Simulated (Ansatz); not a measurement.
# TaN: computed properties

These are results of DFT PBE, scalar-relativistic, plane waves, PAW in Ansatz 0.2.0, not measurements.

Cutoff 420 eV; k points 16×16×16 on the computed 2-atom cell (Γ-centred); Gaussian smearing, width 0.10 eV; no spin polarisation.

The structure is relaxed at this level of theory with its symmetry kept. This rock-salt form isn't the usual stable structure of the compound.

```
CELL_PARAMETERS angstrom
0.00000 2.20863 2.20863
2.20863 0.00000 2.20863
2.20863 2.20863 0.00000
ATOMIC_POSITIONS crystal
Ta 0.50000 0.50000 0.50000
N 0.00000 0.00000 0.00000
```

(1) Formation energy from the elements' standard states (uncorrected)?

(2) Density of states at the Fermi level?

(3) Löwdin character within 0.5 eV of the Fermi level?

(4) Bader charges (e)?

Spin-orbit coupling is left out, which matters for the bands of heavy elements.

## Answers

(1) -0.825 eV/atom.

(2) 0.79 states/eV per cell.

(3) Ta 5d 79 %, N 2p 15 %.

(4) Ta (1 in the cell) 1.86, N (1 in the cell) -1.86.